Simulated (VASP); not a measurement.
Crystal: Ca.

```xyz
1
Lattice="-2.2400 2.2400 2.2400 2.2400 -2.2400 2.2400 2.2400 2.2400 -2.2400" Properties=species:S:1:pos:R:3 pbc="T T T"
Ca    0.0000    0.0000    0.0000
```

This isn't the form of Ca at room conditions, which is fcc.

| Item | Value |
| --- | --- |
| Program | VASP 6.6.1 |
| Task | relaxation of cell and atoms |
| Functional | BLYP |
| Dispersion | D3(BJ) |
| Potentials or basis | VASP PAW PBE potentials, release 64 (Ca_sv) |
| Cutoff | 600 eV |
| k mesh | 8 × 8 × 8 |
| Occupations | fermi-dirac, width 0.05 eV |
| Spin | no spin polarisation |

At the start: pressure -2.6 GPa; volume 44.96 Å³/atom.

How do energy, volume and symmetry change on relaxing?

Over 4 steps the energy falls by 74.5 meV/atom and the volume is 36.98 Å³/atom (-17.8 %); space group Im-3m (No. 229, to 0.05 Å).

The path:
```
step  energy change (eV)  largest force (eV/Å)  pressure (GPa)  volume (Å³)
   1              0.0000                0.0000           -2.61        44.96
   2             -0.0588                0.0000           -1.41        40.37
   3             -0.0744                0.0000           -0.15        37.30
   4             -0.0745                0.0000            0.02        36.98
```

Final structure:
```
CELL_PARAMETERS angstrom
-2.09871 2.09871 2.09871
2.09871 -2.09871 2.09871
2.09871 2.09871 -2.09871
ATOMIC_POSITIONS crystal
Ca 0.00000 0.00000 0.00000
```

Caveat: the volume moved by over 15 % at a fixed basis, so the end points are rough; the PAW data sets were made with another functional, which shifts forces and pressure a little; pairwise dispersion overbinds metals, which lowers pressure and volume.
